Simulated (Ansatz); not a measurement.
# NiO2 (P6_3/mmc) in Ansatz: reference runs

Reference runs on NiO2: the cell as given and a disturbed copy.

Program: Ansatz 0.2.0. These are calculated values, not measurements. Logs are shortened: lines on timing, memory, paths and dates and some standing lists are left out, and cuts for length are marked.

### Step 1. The structure

It takes space group P6_3/mmc (No. 194, hexagonal). The conventional cell has a = 2.912 Å, b = 2.912 Å, c = 10.555 Å, α = 90.00°, β = 90.00°, γ = 120.00°. Around Ni (site symmetry -3m) lie 6 O at 1.93 Å. O (site symmetry 3m) has 3 Ni at 1.93 Å as nearest neighbours.

The cell comes from a database or a generator and needn't be the stable form of this composition.

### Step 2. Single point, PBEsol, collinear spin, ferromagnetic start

The input, input.yaml:

```yaml
crystal:
  lattice:
    - [2.9121517351, 0.0, 0.0]
    - [-1.4560758676, 2.5219973823, 0.0]
    - [0.0, 0.0, 10.55527]
  atoms:
    - { symbol: Ni, position: [0.0, 0.0, 0.5], spin: 1.0 }
    - { symbol: Ni, position: [0.0, 0.0, 0.0], spin: 1.0 }
    - { symbol: O, position: [0.3333333333, 0.6666666667, 0.589079] }
    - { symbol: O, position: [0.3333333333, 0.6666666667, 0.910921] }
    - { symbol: O, position: [0.6666666667, 0.3333333333, 0.410921] }
    - { symbol: O, position: [0.6666666667, 0.3333333333, 0.089079] }
hamiltonian:
  xc: pbesol
  pseudopotentials: { kind: paw }
magnetization:
  spin_polarized: true
kpoints:
  mp_grid: { grid: [10, 10, 3] }
scf:
  occupations: { method: fermi_dirac, width: 0.05 }
output:
  forces: true
  stress: true
  eigenvalues: true
```

Potentials or basis: Ansatz PAW.

On the command line:

```
ansatz run input.yaml --threads 2 --pin off --max-ram 5632MiB --backend cpu --events-out ev --progress --plain --runs-dir out
```

The program printed:

```text
Warning: RAYON_NUM_THREADS=2 ignored (pool sized by the plan → 2); use --threads N
Engine: ansatz 0.2.0, aarch64-unknown-linux-gnu
Pseudopotentials: kind: paw
Pseudopotential: Ni, paw, valence charge 18, recommended cutoff 420 eV (normal), Ni.paw.azcp
Pseudopotential: O, paw, valence charge 6, recommended cutoff 420 eV (normal), O.paw.azcp
Functional definition: PBEsol
  exchange = pbesol_x
  correlation = pbesol_c
Crystal: 6 atoms, lattice volume = 77.523 Å³
Basis set: ecut = 420 eV, 1523 PW (Γ), exchange–correlation on 40×40×144 points (8 copies of the dense FFT grid, shifted against one another)
Bands: 38, of which v1, the nominal top of the filled ones, is band 30 counted from 1 (29 counted from 0)
Symmetry: 24 space group operations
Space group: P63/mmc (ITA 194), of the structure as read, at distance tolerance 4.3e-5 Å
Magnetic group: BNS 194.263 (UNI 1493), of the structure as read, at distance tolerance 4.3e-5 Å
k-points: 28 of 300
Non-local potential: Ni, projectors of the file, l = 0: 3, l = 1: 2, l = 2: 3, l = 3: 1
Non-local potential: O, projectors of the file, l = 0: 2, l = 1: 2, l = 2: 1
PAW form: soft (Blöchl's): semilocal exchange-correlation on the pseudo side does not see the compensation charge
PAW frozen core: Ni, regenerated for the run's functional, and the local potential with it (the file was generated under x = pbe(κ = 0.804, μ = 0.2195149727645171), c = pbe(β = 0.06672455060314922))
PAW frozen core: O, regenerated for the run's functional, and the local potential with it (the file was generated under x = pbe(κ = 0.804, μ = 0.2195149727645171), c = pbe(β = 0.06672455060314922))
PAW one-centre angular grid: Ni, 590 points (default); XC on 64 Gauss nodes
PAW one-centre angular grid: O, 110 points (default); XC on 64 Gauss nodes
Initial density: superposition of atomic densities (chi_scale 0.1, normalization cell, long waves kept (reshape's long-wave potential 0.29 eV rms))
Starting moments: Σ|m| = 2 μB on 2 of 6 sites
Initial wavefunctions: pseudopotential atomic-orbital guess
Functional: x = pbesol(κ = 0.804, μ = 0.12345679012345678), c = pbesol(β = 0.046)
SCF iter   1: F=—  HF=-13846.551131 eV  |F-HF|=—  |Δ(HF+E_count)|=         —  Δρ=1.61e-1 (↑5.46e-2 ↓1.61e-1)  dr2=2.44e1  dr2_m=3.58e0  M=0.000 μB ∫|m|=0.235 μB  β_m=0.30  ethr=3.10e-3  ⟨swp⟩=6.8  Hψ=8256  notcnv=0
Mixer restart at iter 1: flushing history
preconditioner: auto → Resta (q_TF=auto, 2.614 Å⁻¹)  ε∞=6.7  [insulator: Δε(μ)=0.726 eV  Ē_g=11.700 eV  σ=0.050 eV  W_gap=1.00  n_scr=26 (ndim 8)  ℏωp=28.0 eV  f_vac=0.257  D(μ)=0.00/eV (n_scr^D=0)  ε∞_Penn≈6.7]
spin=Collinear: Resta preconditioning applied to the charge; magnetization (m = ρ↑ − ρ↓) channel mixes plain (no charge-response kernel on spin).
SCF iter   2: F=—  HF=-13847.784621 eV  |F-HF|=—  |Δ(HF+E_count)|=    1.23e0  Δρ=6.94e-2 (↑6.94e-2 ↓5.43e-2)  dr2=1.19e0  dr2_m=1.84e0  M=0.000 μB ∫|m|=0.191 μB  β_m=0.33  ethr=3.10e-3  ⟨swp⟩=4.0  Hψ=5301  notcnv=0  defer=55
SCF iter   3: F=—  HF=-13847.255259 eV  |F-HF|=—  |Δ(HF+E_count)|=   5.29e-1  Δρ=4.81e-2 (↑3.46e-2 ↓4.81e-2)  dr2=1.29e0  dr2_m=8.68e-1  M=0.000 μB ∫|m|=0.155 μB  β_m=0.59  ethr=1.99e-3  ⟨swp⟩=2.6  Hψ=3924  notcnv=0  defer=45
SCF iter   4: F=—  HF=-13847.218894 eV  |F-HF|=—  |Δ(HF+E_count)|=   3.64e-2  Δρ=8.02e-3 (↑8.02e-3 ↓6.27e-3)  dr2=1.30e-1  dr2_m=9.43e-4  M=-0.000 μB ∫|m|=0.037 μB  β_m=0.79  ethr=1.99e-3  ⟨swp⟩=2.9  Hψ=3671  notcnv=0  defer=49
SCF iter   5: F=—  HF=-13847.221817 eV  |F-HF|=—  |Δ(HF+E_count)|=   2.92e-3  Δρ=2.52e-3 (↑2.52e-3 ↓2.31e-3)  dr2=2.45e-2  dr2_m=2.89e-5  M=-0.000 μB ∫|m|=0.009 μB  β_m=0.84  ethr=2.17e-4  ⟨swp⟩=3.3  Hψ=3886  notcnv=0  defer=44
SCF iter   6: F=—  HF=-13847.227512 eV  |F-HF|=—  |Δ(HF+E_count)|=   5.70e-3  Δρ=7.43e-4 (↑7.43e-4 ↓6.27e-4)  dr2=2.13e-3  dr2_m=1.33e-5  M=-0.000 μB ∫|m|=0.002 μB  β_m=0.92  ethr=4.08e-5  ⟨swp⟩=2.0  Hψ=3497  notcnv=0  defer=44
SCF iter   7: F=—  HF=-13847.231577 eV  |F-HF|=—  |Δ(HF+E_count)|=   4.06e-3  Δρ=1.29e-3 (↑1.29e-3 ↓1.24e-3)  dr2=4.05e-3  dr2_m=4.89e-7  M=-0.000 μB ∫|m|=0.000 μB  β_m=0.92  ethr=3.55e-6  ⟨swp⟩=2.3  Hψ=3629  notcnv=0  defer=44
SCF iter   8: F=—  HF=-13847.231924 eV  |F-HF|=—  |Δ(HF+E_count)|=   3.47e-4  Δρ=2.35e-4 (↑1.62e-4 ↓2.35e-4)  dr2=8.80e-5  dr2_m=1.24e-6  M=0.000 μB ∫|m|=0.001 μB  β_m=0.96  ethr=3.55e-6  ⟨swp⟩=2.0  Hψ=3509  notcnv=0  defer=44
SCF iter   9: F=—  HF=-13847.232020 eV  |F-HF|=—  |Δ(HF+E_count)|=   9.67e-5  Δρ=8.13e-5 (↑4.79e-5 ↓8.13e-5)  dr2=9.80e-6  dr2_m=2.63e-7  M=0.000 μB ∫|m|=0.001 μB  β_m=0.98  ethr=1.47e-7  ⟨swp⟩=2.1  Hψ=2949  notcnv=0  defer=44
SCF iter  10: F=—  HF=-13847.232031 eV  |F-HF|=—  |Δ(HF+E_count)|=   1.09e-5  Δρ=3.53e-5 (↑3.53e-5 ↓3.38e-5)  dr2=2.93e-6  dr2_m=1.64e-9  M=0.000 μB ∫|m|=0.000 μB  β_m=0.99  ethr=1.63e-8  ⟨swp⟩=2.0  Hψ=3186  notcnv=0  defer=44
SCF iter  11: F=—  HF=-13847.232031 eV  |F-HF|=—  |Δ(HF+E_count)|=   1.59e-8  Δρ=8.50e-6 (↑8.50e-6 ↓8.48e-6)  dr2=1.71e-7  dr2_m=1.48e-10  M=0.000 μB ∫|m|=0.000 μB  β_m=1.00  ethr=4.89e-9  ⟨swp⟩=1.1  Hψ=2138  notcnv=0  defer=44
SCF iter  12: F=—  HF=-13847.232031 eV  |F-HF|=—  |Δ(HF+E_count)|=   1.94e-8  Δρ=1.61e-6 (↑1.40e-6 ↓1.61e-6)  dr2=5.04e-9  dr2_m=1.22e-11  M=0.000 μB ∫|m|=0.000 μB  β_m=1.00  ethr=2.84e-10  ⟨swp⟩=2.3  Hψ=2951  notcnv=0  defer=44
SCF iter  13: F=-13847.232031 eV  HF=-13847.232031 eV  |F-HF|=1.29e-10  |Δ(HF+E_count)|=   2.33e-9  Δρ=3.80e-7 (↑3.80e-7 ↓3.60e-7)  dr2=2.98e-10  dr2_m=3.68e-13  M=-0.000 μB ∫|m|=0.000 μB  ethr=8.40e-12  ⟨swp⟩=4.6  Hψ=6838  notcnv=0
SCF 1 converged in 13 iterations: F = -13847.232031 eV  dr2 = 2.98e-10
WARN: the starting moments were not kept: the SCF closed with an absolute magnetisation of 1.0e-6 μB, where they sum to 2 μB in size (2 sites). That is at most 0.1 of that sum. Measured as dr2_m measures the in/out step, that magnetisation stands 3.4e-13 eV from none, at or under the dr2_threshold of 1.0e-7 eV: it is no larger than a step whose dr2_m would equal this threshold. The system may hold no moment; this SCF shows only that its start led to no more than that. To try another start: raise the starting moments (crystal.atoms[].spin, magnetization.per_species, magnetization.initial_magnetization, or on a non-collinear deck that types none of these the spinor_matrix: blocks that start its atoms; where the total moment is fixed, keep their sum and leave initial_magnetization as it is; typed ones take the place of any that the run laid by itself, positive ones on a crystal's lanthanoids without a Hubbard term where scf.initial_density.shell_occupations: [] is typed) or, if the notice of its spin-set hold's release reads "site moments contracting" or "site moments show no strong build", lengthen the hold (scf.mixing.spin_hold: { on: { confirm: 4 } }; for m-r²SCAN on two components see the key's manual first). Each may lead to a state that holds a moment. A second SCF, from the converged charge density, with the starting moments and any scf.initial_density.shell_occupations laid on it anew, would have followed, and was not run: the deck does not ask for one (magnetization.retry_lost_moments is false, the default). To let it run, set magnetization.retry_lost_moments: true and run the deck again, where that key's refused combinations let it; where memory then withholds it, that run's warning says so.
SCF converged after 13 iterations
Magnetization: -0.0000 μB (30.0000 up, 30.0000 down)
Absolute magnetization: 0.0000 μB (∫|ρ↑−ρ↓|, with the PAW one-centre terms)
Spin contamination: 0.0000 ħ² per cell (⟨S²⟩ above its minimum at these occupations)
Per-site moments (μB) at R_I (Å): [(-1.928247945692828e-7, 0.7946329827693107), (-1.9282479454220186e-7, 0.7946329827693105), (1.1779180220227853e-7, 0.7946329827693107), (1.1779180217473509e-7, 0.7946329827693105), (1.1779180220936837e-7, 0.7946329827693107), (1.1779180215812539e-7, 0.7946329827693106)]
Free energy (F): -13847.232031 eV
Harris-Foulkes:  -13847.232031 eV  (|F-HF|=1.29e-10)
Internal energy: -13847.232014 eV  (E = F + TS)
E sigma→0 (E₀):  -13847.232022 eV
Entropy (-TS):   -0.000018 eV (-0.003 meV/atom)
Fermi energy:    4.733090 eV
--- Per-component energies (eV) ---
  E_band       = -1165.143004
  E_kinetic    = 1235.658130
  E_local      = -14054.842702  (includes V_loc(G=0)·N_el)
  E_nonlocal   = 1448.430048
  E_hartree    = 5969.698573
  E_xc         = -453.624883
  E_vxc        = -583.537598  (∫ρ·V_xc dr)
  E_paw        = -3776.680008  (= ΣΔE_a)
  E_vpaw       = -1150.256648  (= ΣTr[D̂ρ^β])
  E_aug_tail   = 0.010037  (compensation charges beyond the density's cutoff)
  E_ewald      = -4216.416939
  E_core_change = 0.535729  (= ΣΔE_core)
  E_smearing   = -0.000018  (= −TS)
  E_closure    = -0.000000  (closes the sum)
  Σ components = -13847.232031   (vs F -13847.232031, Δ=0.00e0)
--- Forces (eV/Å), atoms counted from 1 ---
  atom   1  Ni     0.00000000     0.00000000     0.00000000
  atom   2  Ni    -0.00000000    -0.00000000     0.00000000
  atom   3  O     -0.00000000     0.00000000    -1.03262871
  atom   4  O     -0.00000000     0.00000000     1.03262871
  atom   5  O      0.00000000    -0.00000000     1.03262871
  atom   6  O      0.00000000     0.00000000    -1.03262871
  max |Σ_I F_I| component: 2.22e-16 eV/Å
--- Stress (GPa, compression-positive) ---
      -18.820126      -0.000000      -0.000000
       -0.000000     -18.820126       0.000000
       -0.000000       0.000000      -7.957280
  P = ⅓ Tr σ = -15.1992 GPa (-151.992 kbar)
--- Band table (eV; the first three rows and the last of 56) ---
  k-point 0 ↑: bands = ["-99.3610", "-99.3610", "-59.9589", "-59.9589", "-59.9589", "-59.9589", "-59.6238", "-59.6238", "-14.5963", "-14.5720", "-12.4868", "-12.4427", "-0.7827", "-0.7827", "-0.7792", "-0.7792", "-0.6732", "-0.4090", "2.4514", "2.4514", "2.4519", "2.4519", "2.8456", "3.2322", "3.2322", "3.2475", "3.2475", "3.4041", "4.0625", "4.1938", "6.2912", "6.2912", "6.3033", "6.3033", "11.0251", "12.7156", "12.8870", "14.6169"]
  k-point 1 ↑: bands = ["-99.3610", "-99.3610", "-59.9589", "-59.9589", "-59.9589", "-59.9589", "-59.6238", "-59.6238", "-14.5903", "-14.5782", "-12.4757", "-12.4536", "-0.7817", "-0.7817", "-0.7801", "-0.7801", "-0.6117", "-0.4801", "2.4515", "2.4515", "2.4517", "2.4517", "2.9774", "3.2365", "3.2365", "3.2437", "3.2437", "3.2524", "4.1108", "4.1721", "6.2944", "6.2944", "6.3003", "6.3003", "11.2695", "11.9209", "13.6901", "14.3605"]
  k-point 2 ↑: bands = ["-99.3608", "-99.3608", "-59.9619", "-59.9619", "-59.9597", "-59.9597", "-59.6234", "-59.6234", "-14.4851", "-14.4611", "-12.4942", "-12.4522", "-0.8474", "-0.8208", "-0.7092", "-0.7054", "-0.5562", "-0.3030", "2.0241", "2.0397", "2.1892", "2.1932", "3.0146", "3.1075", "3.1635", "3.4125", "3.4245", "3.5881", "4.1196", "4.2641", "5.9899", "6.0227", "6.2262", "6.2391", "11.4440", "13.1207", "13.1321", "15.0382"]
  k-point 27 ↓: bands = ["-99.3583", "-99.3583", "-59.9833", "-59.9833", "-59.9775", "-59.9775", "-59.6191", "-59.6191", "-12.9227", "-12.9126", "-12.7721", "-12.7617", "-0.8974", "-0.8785", "-0.7660", "-0.7426", "-0.2479", "-0.2298", "1.0474", "1.0840", "1.2038", "1.2569", "1.9212", "1.9597", "2.7423", "2.7448", "3.4222", "3.4576", "3.7062", "3.7423", "5.5712", "5.5783", "5.6357", "5.6432", "16.9234", "16.9789", "17.6083", "17.6665"]
```

Wall time 8.6 s (2 threads of Arm Neoverse V1, shared host); peak memory 0.43 GiB.

What came out:

```yaml
Free_energy: -13847.2320 eV
Pressure: -15.2 GPa
Largest_force: 1.033 eV/Å
Band_gap_on_the_k_mesh: 0.91 eV, indirect (least direct gap 1.20 eV)
Net_moment: 0.00 μB per cell
Absolute_moment: 0.00 μB per cell
```

Forces in eV/Å, atoms in the order of the input:
```
Ni   0.000  0.000  0.000
Ni   0.000  0.000  0.000
O    0.000  0.000 -1.033
O    0.000  0.000  1.033
O    0.000  0.000  1.033
O    0.000  0.000 -1.033
```

Stress tensor (GPa, compression positive):
```
-18.82   0.00   0.00
  0.00 -18.82   0.00
  0.00   0.00  -7.96
```

Levels at points of the mesh, in eV from the valence-band top:
Spin up:
```
            k point  band 26  band 27  band 28  band 29  band 30  band 31  band 32  band 33  band 34  band 35
 (0.00, 0.00, 0.00)    -1.02    -1.02    -0.86    -0.20    -0.07     2.03     2.03     2.04     2.04     6.76
(0.00, -0.50, 0.00)    -1.43    -1.42    -1.42    -0.95    -0.92     1.28     1.44     1.94     1.96    11.25
```
Spin down:
```tsv
k point	band 27	band 28	band 29	band 30	band 31	band 32	band 33	band 34
(0.00, 0.00, 0.00)	-1.02	-0.86	-0.20	-0.07	2.03	2.03	2.04	2.04
(0.00, -0.50, 0.00)	-1.42	-1.42	-0.95	-0.92	1.28	1.44	1.94	1.96
```

Caveat: odd divisions of the mesh miss points on the zone boundary, where band edges often lie, so the gap on the mesh can be too wide; so large a pressure means that the cell lies far from this level's equilibrium, or that cutoff or potentials fall short; the pressure holds a Pulay correction of +0.7 GPa for the finite cutoff; the PAW data sets come from PBE, with cores solved anew for the run's functional, which leaves a small shift of forces and pressure; forces of over 1 eV/Å show positions far from the minimum, so gaps and moduli don't describe the material at rest; the starting moments weren't kept.

### Step 3. Single point, PBEsol, collinear spin, ferromagnetic start (atoms moved at random, drawn with an rms of 0.05 Å)

The input, input.yaml:

```yaml
crystal:
  lattice:
    - [2.9121517351, 0.0, 0.0]
    - [-1.4560758676, 2.5219973823, 0.0]
    - [0.0, 0.0, 10.55527]
  atoms:
    - { symbol: Ni, position: [0.003733, 0.000308, 0.503842], spin: 1.0 }
    - { symbol: Ni, position: [-0.025915, -0.006094, 0.004741], spin: 1.0 }
    - { symbol: O, position: [0.331757, 0.653246, 0.590202] }
    - { symbol: O, position: [0.327841, 0.678639, 0.915864] }
    - { symbol: O, position: [0.666561, 0.323331, 0.411129] }
    - { symbol: O, position: [0.663672, 0.335903, 0.092843] }
hamiltonian:
  xc: pbesol
  pseudopotentials: { kind: paw }
magnetization:
  spin_polarized: true
kpoints:
  mp_grid: { grid: [10, 10, 3] }
scf:
  occupations: { method: fermi_dirac, width: 0.05 }
output:
  forces: true
  stress: true
  eigenvalues: true
  write_density: true
  write_potential: true
  elf: true
  volumetric_format: npy
```

Potentials or basis: Ansatz PAW.

On the command line:

```
ansatz run input.yaml --threads 2 --pin off --max-ram 5632MiB --backend cpu --events-out ev --progress --plain --runs-dir out
```

It took 1.7 min on 2 threads of Arm Neoverse V1, shared host; peak memory 0.8 GiB.

Results (log left out):

| Property | Result |
| --- | --- |
| Free energy | -13847.1840 eV |
| Pressure | -14.8 GPa |
| Largest force | 1.529 eV/Å |
| Band gap on the k mesh | 0.90 eV, indirect (least direct gap 1.18 eV) |
| Net moment | 0.00 μB per cell |
| Absolute moment | 0.00 μB per cell |

Forces on the atoms (eV/Å):
```
Ni   0.067 -0.501 -0.867
Ni   0.728  0.530 -0.102
O   -0.039  0.323 -0.650
O   -0.271 -0.388  0.956
O   -0.029  0.177  1.518
O   -0.457 -0.141 -0.855
```

Stress tensor (GPa, compression positive):
```
-18.41   0.00  -0.37
  0.00 -18.36   0.73
 -0.37   0.73  -7.73
```

Levels at points of the mesh, in eV from the valence-band top:
Spin up:
| k point | band 28 | band 29 | band 30 | band 31 | band 32 | band 33 |
| --- | --- | --- | --- | --- | --- | --- |
| (0.00, 0.00, 0.00) | -0.87 | -0.21 | -0.07 | 1.98 | 2.00 | 2.02 |
| (0.00, -0.50, 0.00) | -1.34 | -0.96 | -0.90 | 1.26 | 1.42 | 1.89 |
| (-0.50, 0.00, 0.00) | -1.31 | -0.94 | -0.91 | 1.27 | 1.43 | 1.92 |
| (-0.50, -0.50, 0.00) | -1.33 | -0.95 | -0.91 | 1.27 | 1.44 | 1.91 |
Spin down:
| k point | band 28 | band 29 | band 30 | band 31 | band 32 | band 33 |
| --- | --- | --- | --- | --- | --- | --- |
| (0.00, 0.00, 0.00) | -0.87 | -0.21 | -0.07 | 1.98 | 2.00 | 2.02 |
| (0.00, -0.50, 0.00) | -1.34 | -0.96 | -0.90 | 1.26 | 1.42 | 1.89 |
| (-0.50, 0.00, 0.00) | -1.31 | -0.94 | -0.91 | 1.27 | 1.43 | 1.92 |
| (-0.50, -0.50, 0.00) | -1.33 | -0.95 | -0.91 | 1.27 | 1.44 | 1.91 |

Caveat: odd divisions of the mesh miss points on the zone boundary, where band edges often lie, so the gap on the mesh can be too wide; the pressure holds a Pulay correction of +0.7 GPa for the finite cutoff; the PAW data sets come from PBE, with cores solved anew for the run's functional, which leaves a small shift of forces and pressure; the starting moments weren't kept.
